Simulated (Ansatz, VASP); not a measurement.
Al: 3 runs at one level of theory

The starting cell:

```
Al
1.0
     0.00000    2.02481    2.02481
     2.02481    0.00000    2.02481
     2.02481    2.02481    0.00000
Al
1
Cartesian
  0.0000 0.0000 0.0000
```

Alike in all runs: task relaxation of cell and atoms; functional LDA; k mesh 11 × 11 × 11; occupations fermi-dirac, width 0.05 eV; no spin polarisation; no spin-orbit coupling. LDA stands for any of its common fits.

| program and potentials | plane-wave cutoff (eV) | notes | equilibrium volume (Å³/atom) |
| --- | --- | --- | --- |
| Ansatz, Ansatz PAW | 420 | potentials made for PBE, which Ansatz adapts in part | 15.83 |
| VASP, LDA PAW files Al, 600 eV | 600 | - | 15.84 |
| Ansatz, all-electron LAPW, scalar-relativistic | - | - | 15.84 |

The equilibrium volume spans 15.83 (Ansatz, Ansatz PAW) to 15.84 Å³/atom (VASP, LDA PAW files Al, 600 eV), with all-electron results at 15.84. Relaxations stop with a little pressure left, so the last digit of a volume isn't settled.

Differences between rows come from potentials, basis sets and numerical settings, since the functional is the same but for its coding. Runs on potential files found faulty are left out.
